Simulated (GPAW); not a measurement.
# SnTe (Fm-3m) in GPAW: reference runs

Aim: a first look at SnTe with PBEsol, on the cell as given and on a disturbed one.

All numbers are computed with GPAW 26.7.0; they aren't measurements. Logs are shortened: lines on timing, memory, paths and dates and some standing lists are left out, and cuts for length are marked. The log counts tension as positive stress, the text compression.

**1. The crystal as given**

It takes space group Fm-3m (No. 225, cubic). The conventional cell has a = 6.302 Å, b = 6.302 Å, c = 6.302 Å, α = 90.00°, β = 90.00°, γ = 90.00°. Te (site symmetry m-3m) is surrounded by 6 Sn at 3.15 Å. Sn (site symmetry m-3m) is surrounded by 6 Te at 3.15 Å.

**2. Single point, PBEsol**

Contents of run.py:

```python
from ase import Atoms
from ase.dft.bandgap import bandgap
from ase.io import write
from ase.units import GPa
from gpaw import GPAW, PW, setup_paths

setup_paths.insert(0, '.')

atoms = Atoms(['Te', 'Sn'],
              cell=[[0.0, 3.15085, 3.15085],
                    [3.15085, 0.0, 3.15085],
                    [3.15085, 3.15085, 0.0]],
              scaled_positions=[[0.5, 0.5, 0.5],
                                [0.0, 0.0, 0.0]],
              pbc=True)

calc = GPAW(mode=PW(600),
            xc='PBEsol',
            kpts={'size': (7, 7, 7), 'gamma': True},
            occupations={'name': 'fermi-dirac', 'width': 0.05},
            nbands=19,
            convergence={'density': 1e-05, 'energy': 1e-05},
            maxiter=150,
            txt='gpaw.txt')
atoms.calc = calc
energy = atoms.get_potential_energy()
forces = atoms.get_forces()
stress = atoms.get_stress()
calc.write('gs.gpw')
write('result.traj', atoms)
print(f'Energy: {energy:.6f} eV')
print('Forces (eV/A):')
print(forces.round(4))
print('Stress (GPa):', (stress / GPa).round(3))
print('Fermi level:', round(calc.get_fermi_level(), 4), 'eV')
print(f'Gap: {bandgap(calc)[0]:.4f} eV, direct: {bandgap(calc, direct=True)[0]:.4f} eV')
```

Potentials or basis: PAW data sets generated in the run's folder for this functional, pw.

The run is started by

```bash
> gpaw-setup -f PBEsol Sn Te
> OMP_NUM_THREADS=1 python run.py
```

gpaw.txt:

```text
__  _  _
 | _ |_)|_||  |
 |__||  | ||/\| - 26.7.0

Input parameters:
  mode=PW(ecut=600.0),
  convergence={'density': 1e-05, 'energy': 1e-05},
  kpts=MonkhorstPack(size=(7, 7, 7), gamma=True),
  maxiter=150,
  nbands=19,
  occupations=Occupations(name='fermi-dirac', width=0.05),
  xc=XC(name='PBEsol')

Diagonalizing LCAO Hamiltonian
Converting LCAO to pw mode

                 Te

       Sn

Atoms  # Å, Bohr magnetons
|   | symbol |        x |        y |        z |    initial magnetic moments |
|---|--------|----------|----------|----------|-----------------------------|
| 0 |     Te | 3.150850 | 3.150850 | 3.150850 | ( 0.0000,  0.0000,  0.0000) |
| 1 |     Sn | 0.000000 | 0.000000 | 0.000000 | ( 0.0000,  0.0000,  0.0000) |

Unit cell  # Å
| periodic |        x |        y |        z |  lengths |    angles |
|----------|----------|----------|----------|----------|-----------|
|      yes | 0.000000 | 3.150850 | 3.150850 | 4.455975 | 60.000000 |
|      yes | 3.150850 | 0.000000 | 3.150850 | 4.455975 | 60.000000 |
|      yes | 3.150850 | 3.150850 | 0.000000 | 4.455975 | 60.000000 |

Number of symmetries: 48
Symmetry operations  # r_c * U_cc + t_c -> r_c
|    | kind |            matrix            |
|----|------|------------------------------|
|  0 |  σ   |  1, 0, 0,  1, 0,-1,  1,-1, 0 |
|  1 |  C2  |  1, 0, 0,  1,-1, 0,  1, 0,-1 |
|  2 |  E   |  1, 0, 0,  0, 1, 0,  0, 0, 1 |
|  3 |  σ   |  1, 0, 0,  0, 0, 1,  0, 1, 0 |
|  4 |  C4  |  1, 0,-1,  1, 0, 0,  1,-1, 0 |
|  5 |  S6  |  1, 0,-1,  1,-1, 0,  1, 0, 0 |
|  6 |  σ   |  1, 0,-1,  0, 1,-1,  0, 0,-1 |
|  7 |  C3  |  1, 0,-1,  0, 0,-1,  0, 1,-1 |
|  8 |  S6  |  1,-1, 0,  1, 0, 0,  1, 0,-1 |
|  9 |  C4  |  1,-1, 0,  1, 0,-1,  1, 0, 0 |
| 10 |  C3  |  1,-1, 0,  0,-1, 1,  0,-1, 0 |
| 11 |  σ   |  1,-1, 0,  0,-1, 0,  0,-1, 1 |
| 12 |  σ   |  0, 1, 0,  1, 0, 0,  0, 0, 1 |
| 13 |  C4  |  0, 1, 0,  0, 1,-1, -1, 1, 0 |
| 14 |  C3  |  0, 1, 0,  0, 0, 1,  1, 0, 0 |
| 15 |  S6  |  0, 1, 0, -1, 1, 0,  0, 1,-1 |
| 16 |  C2  |  0, 1,-1,  1, 0,-1,  0, 0,-1 |
| 17 |  σ   |  0, 1,-1,  0, 1, 0, -1, 1, 0 |
| 18 |  S4  |  0, 1,-1,  0, 0,-1,  1, 0,-1 |
| 19 |  C4  |  0, 1,-1, -1, 1, 0,  0, 1, 0 |
| 20 |  C3  |  0, 0, 1,  1, 0, 0,  0, 1, 0 |
| 21 |  σ   |  0, 0, 1,  0, 1, 0,  1, 0, 0 |
| 22 |  S6  |  0, 0, 1,  0,-1, 1, -1, 0, 1 |
| 23 |  C4  |  0, 0, 1, -1, 0, 1,  0,-1, 1 |
| 24 |  S4  |  0, 0,-1,  1, 0,-1,  0, 1,-1 |
| 25 |  C3  |  0, 0,-1,  0, 1,-1,  1, 0,-1 |
| 26 |  C2  |  0, 0,-1,  0,-1, 0, -1, 0, 0 |
| 27 |  S6  |  0, 0,-1, -1, 0, 0,  0,-1, 0 |
| 28 |  S4  |  0,-1, 1,  1,-1, 0,  0,-1, 0 |
| 29 |  C4  |  0,-1, 1,  0, 0, 1, -1, 0, 1 |
| 30 |  C2  |  0,-1, 1,  0,-1, 0,  1,-1, 0 |
| 31 |  σ   |  0,-1, 1, -1, 0, 1,  0, 0, 1 |
| 32 |  C3  |  0,-1, 0,  1,-1, 0,  0,-1, 1 |
| 33 |  S6  |  0,-1, 0,  0, 0,-1, -1, 0, 0 |
| 34 |  S4  |  0,-1, 0,  0,-1, 1,  1,-1, 0 |
| 35 |  C2  |  0,-1, 0, -1, 0, 0,  0, 0,-1 |
| 36 |  C2  | -1, 1, 0,  0, 1, 0,  0, 1,-1 |
| 37 |  S6  | -1, 1, 0,  0, 1,-1,  0, 1, 0 |
| 38 |  S4  | -1, 1, 0, -1, 0, 1, -1, 0, 0 |
| 39 |  C3  | -1, 1, 0, -1, 0, 0, -1, 0, 1 |
| 40 |  S6  | -1, 0, 1,  0, 0, 1,  0,-1, 1 |
| 41 |  C2  | -1, 0, 1,  0,-1, 1,  0, 0, 1 |
| 42 |  C3  | -1, 0, 1, -1, 1, 0, -1, 0, 0 |
| 43 |  S4  | -1, 0, 1, -1, 0, 0, -1, 1, 0 |
| 44 |  C2  | -1, 0, 0,  0, 0,-1,  0,-1, 0 |
| 45 |  i   | -1, 0, 0,  0,-1, 0,  0, 0,-1 |
| 46 |  σ   | -1, 0, 0, -1, 1, 0, -1, 0, 1 |
| 47 |  C2  | -1, 0, 0, -1, 0, 1, -1, 1, 0 |

BZ-sampling:
  Number of BZ points: 343
  Number of IBZ points: 20

  Monkhorst-Pack size: [7, 7, 7]
  Monkhorst-Pack shift: [0, 0, 0]

K-points  # in reciprocal-cell coordinates
|     |                                coordinates |     weight |
|-----|--------------------------------------------|------------|
|   0 | (  0.00000000,   0.00000000,   0.00000000) | 0.00291545 |
|   1 | (  0.14285714,   0.14285714,   0.00000000) | 0.01749271 |
|   2 | (  0.14285714,   0.14285714,   0.14285714) | 0.02332362 |
|   3 | (  0.28571429,   0.14285714,   0.14285714) | 0.03498542 |
|   4 | (  0.28571429,   0.28571429,   0.00000000) | 0.01749271 |
|   5 | (  0.28571429,   0.28571429,   0.14285714) | 0.06997085 |
|   6 | (  0.28571429,   0.28571429,   0.28571429) | 0.02332362 |
|   7 | (  0.42857143,  -0.28571429,  -0.28571429) | 0.03498542 |
|   8 | (  0.42857143,   0.28571429,  -0.42857143) | 0.13994169 |
|   9 | (  0.42857143,   0.28571429,  -0.28571429) | 0.06997085 |
| ... |                                            |            |
|  19 | (  0.42857143,   0.42857143,   0.42857143) | 0.02332362 |

Plane wave coefficients: 2106
Cutoff: 600.0 eV

Spin-components: 1 (collinear spins)
Bands:           19
Projectors:      11
Spin-degeneracy: 2
Datatype:        complex128

Parallelization:
  kpt:    1
  domain: 1
  band:   1

Density:
  Valence electrons: 20.0
  Components: 1
  Grid points: [27 27 27]
  Charge: 0.0  # |e|

Potential:
  Grid points: [27 27 27]

species:
  Te:
    name:    Tellurium
    Z:       52.0
    valence: 6
    core:    46
    charge:  0.0  # [|e|]
    compensation charges:
      type: gauss
      rc: 0.36  # [Å]
      lmax: 2
    cutoffs:
      filter: 2.09  # [Å]
      core: 3.17  # [Å]
    projectors
    | kind |    occ | energy [eV] | rcut [Å] |
    |------|--------|-------------|----------|
    |   5s |  2.000 |     -15.132 |    1.180 |
    |   5p |  4.000 |      -5.970 |    1.196 |
    |    s |        |      12.080 |    1.180 |
    |    p |        |      21.241 |    1.196 |
    |    d |        |       0.000 |    1.238 |

    Using partial waves for Te as LCAO basis

  Sn:
    name:    Tin
    Z:       50.0
    valence: 14
    core:    36
    charge:  0.0  # [|e|]
    compensation charges:
      type: gauss
      rc: 0.38  # [Å]
      lmax: 2
    cutoffs:
      filter: 2.23  # [Å]
      core: 2.35  # [Å]
    projectors
    | kind |    occ | energy [eV] | rcut [Å] |
    |------|--------|-------------|----------|
    |   5s |  2.000 |     -10.584 |    1.201 |
    |   5p |  2.000 |      -3.711 |    1.270 |
    |   4d | 10.000 |     -25.798 |    1.185 |
    |    s |        |      16.628 |    1.201 |
    |    p |        |      23.501 |    1.270 |
    |    d |        |       1.413 |    1.185 |

    Using partial waves for Sn as LCAO basis

Reference energy: -352647.811924  # eV

eigensolver:
  PPCG
  Converge bands: occupied
  niter=2

density mixing:
  MSR1-Mixer
  Pratt-step length: 0.05
  Maximum mixing coefficient: 0.75
  Old densities: 10
  SVD Regularization: 0.005
  Good broyden scale: 1.0
  Trust region scale: 1.0
  Backstep threshold: 4.0
  History deletion threshold: 6.0
  Fourier metric: weight=20.0, sigma=0.015

occupation numbers:
  Fermi-Dirac:
    width: 0.0500  # eV

poisson solver:
  ecut: 4800.0  # eV

xc functional:
  name: PBEsol with 2 nearest neighbor stencil

convergence criteria:
- Maximum integral of absolute [dens]ity change: 1e-05 electrons / valence electron
- Maximum [total energy] change in last 3 cyles: 1e-05 eV / valence electron
- Maximum integral of absolute [eigenst]ate change: 4e-08 eV^2 / valence electron
maximum number of iterations: 150

SCF iterations
|iter     | |      energy | eigst |  dens |
|---------|-|-------------|-------|-------|
|iter:   1| |   -8.646464 | -0.14 |       |
|iter:   2| |   -8.641238 | -2.32 | -1.51 |
|iter:   3| |   -8.609163 | -2.82 | -1.55 |
|iter:   4| |   -8.608967 | -3.98 | -2.14 |
|iter:   5| |   -8.609023c| -4.94 | -2.67 |
|iter:   6| |   -8.609027c| -6.38 | -3.32 |
|iter:   7| |   -8.609027c| -7.71c| -4.23 |
|iter:   8| |   -8.609027c| -7.89c| -4.82 |
|iter:   9| |   -8.609027c| -8.27c| -5.93c|

Converged in 9 steps
Energy contributions relative to reference atoms: (reference = -352647.811924)

Energy contributions:
  Kinetic:          11.291477
  Coulomb:         -11.769907
  Zero:              0.125837
  External:          0.000000
  Xc:               -8.256398
  Entropy:          -0.000072
  Spinorbit:         0.000000
  ----------------------------
  Free energy:      -8.609063
  Extrapolated:     -8.609027

dipole moment: (-21.420449, -21.420449, -21.420449)  # |e|*Ang

Fermi level: 6.343
Eigenvalues  # (at kpt = [0.000, 0.000, 0.000])
| band index |      eig [eV] | occ [0-2] |
|------------|---------------|-----------|
|          0 |       -15.484 |     2.000 |
|        ... |               |           |
|          2 |       -15.475 |     2.000 |
|          3 |       -15.475 |     2.000 |
|          4 |       -15.475 |     2.000 |
|          5 |        -6.506 |     2.000 |
|          6 |         1.607 |     2.000 |
|          7 |         4.161 |     2.000 |
[... 9 lines left out ...]
|         17 |        13.227 |     0.000 |
|         18 |        13.227 |     0.000 |

Gap: 0.664 eV
Transition (v -> c):
  (s=0, k=19, n=9, [0.43, 0.43, 0.43]) -> (s=0, k=19, n=10, [0.43, 0.43, 0.43])
No difference between direct/indirect transitions

Forces  # eV/Ang
|       x |        y |       z |
|---------|----------|---------|
| 0.00000 |  0.00000 | 0.00000 |  # Te   0
| 0.00000 | -0.00000 | 0.00000 |  # Sn   1

Stress tensor  # eV/Ang^3
|         x |        y |         z |
|-----------|----------|-----------|
|  0.004070 | 0.000000 | -0.000000 |
|  0.000000 | 0.004070 |  0.000000 |
| -0.000000 | 0.000000 |  0.004070 |

# Writing to gs.gpw (mode='')
```

Wall time 24 s (1 thread of Arm Neoverse V1, shared host); peak memory 0.16 GiB.

Results:

```yaml
Free_energy: -8.6091 eV
Pressure: -0.7 GPa
```

Levels at points of the mesh, in eV from the Fermi level:
| k point | band 8 | band 9 | band 10 | band 11 | band 12 | band 13 |
| --- | --- | --- | --- | --- | --- | --- |
| (0.00, 0.00, 0.00) | -2.18 | -2.18 | -2.18 | 3.29 | 3.29 | 3.29 |

Caveat: this odd mesh misses L, where the gap lies, so gap, dielectric constants and Born charges aren't listed.

**3. Single point, PBEsol (atoms moved at random, drawn with an rms of 0.05 Å)**

run.py, as its differences from that of step 2:

```diff
@@ -12,4 +12,4 @@
                     [3.15085, 3.15085, 0.0]],
-              scaled_positions=[[0.5, 0.5, 0.5],
-                                [0.0, 0.0, 0.0]],
+              scaled_positions=[[0.510412, 0.494138, 0.5059],
+                                [0.003592, -0.009835, -0.003528]],
               pbc=True)
```

Potentials or basis: PAW data sets generated in the run's folder for this functional, pw.

The run is started by

```bash
> gpaw-setup -f PBEsol Sn Te
> OMP_NUM_THREADS=1 python run.py
```

Run time: 2.4 min. Hardware: 1 thread of Arm Neoverse V1, shared host; peak memory 0.33 GiB.

It converged, with:

```yaml
Free_energy: -8.6090 eV
Pressure: -0.6 GPa
Largest_force: 0.006 eV/Å
Band_gap_on_the_k_mesh: 0.67 eV, direct
```

Forces in eV/Å, atoms in the order of the input:
```
Te  -0.004 -0.005 -0.003
Sn   0.004  0.005  0.003
```

Levels at points of the mesh, in eV from the valence-band top:
```tsv
k point	band 8	band 9	band 10	band 11	band 12	band 13
(0.00, 0.00, 0.00)	-1.87	-1.87	-1.85	3.56	3.59	3.61
```

Caveat: spin-orbit coupling is left out, which moves the levels of the heavy elements; an odd mesh through Γ misses points on the zone boundary, where band edges often lie.
